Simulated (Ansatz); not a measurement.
A (110) slab of TiAl₃ (I4/mmm (No. 139)), 9 planes, outer planes TiAl (top) and TiAl (bottom), with 18 atoms (Ti5Al13) in a surface cell of A = 23.156 Å², as cut from the bulk:

```xyz
18
Lattice="5.0642 0.0000 0.0000 2.1767 4.5726 0.0000 0.0000 0.0000 25.8159" Properties=species:S:1:pos:R:3 pbc="T T T"
Ti    3.6205    2.2863    7.5000
Al    0.0000    0.0000    7.5000
Al    1.0884    2.2863    8.8520
Al    2.5321    0.0000    8.8520
Ti    0.0000    0.0000   10.2040
Al    3.6205    2.2863   10.2040
Al    2.5321    0.0000   11.5560
Al    1.0884    2.2863   11.5560
Ti    3.6205    2.2863   12.9080
Al    0.0000    0.0000   12.9080
Al    1.0884    2.2863   14.2599
Al    2.5321    0.0000   14.2599
Ti    0.0000    0.0000   15.6119
Al    3.6205    2.2863   15.6119
Al    2.5321    0.0000   16.9639
Al    1.0884    2.2863   16.9639
Ti    3.6205    2.2863   18.3159
Al    0.0000    0.0000   18.3159
```

All numbers below come from DFT r2SCAN, scalar-relativistic, plane waves, PAW (Ansatz). Cutoff 500 eV; k points 8×8×1 on the computed 18-atom cell (Γ-centred); Gaussian smearing, width 0.10 eV; no spin polarisation.

The relaxed slab holds 4.33 formula units of TiAl3 and 0.67 further Ti. Against those formula units in the bulk and the further Ti in its standard state it lies 6.304 eV higher. The formation energy of TiAl3 from the standard states is -1.744 eV a formula unit (uncorrected, no zero-point or thermal terms).

Task: Over what range can the chemical potential of Ti vary, and what is the surface energy at both ends?

Result: In contact with the bulk, μ(Ti) + 3μ(Al) is fixed. With Δμ counted from the standard states, Δμ(Ti) ≤ 0 keeps elemental Ti from forming, and Δμ(Al) ≤ 0 requires Δμ(Ti) ≥ ΔH = -1.744 eV. Other compounds of Ti and Al can narrow this range. Then γ, the mean of both faces, = [6.304 eV − 0.67·Δμ(Ti)]/(2A). At the Ti-rich end (Δμ = 0): 6.304/(2 × 23.156) × 16.02 = 2.18 J/m². At the Ti-poor end: (6.304 + 1.163)/(2 × 23.156) × 16.02 = 2.58 J/m².

Task: How does its energy depend on growth conditions?

Result: It carries an excess of Ti, so its energy falls by 0.23 J/m² for each eV that μ(Ti) rises: Ti-rich conditions lower it; whether it appears depends on the other terminations.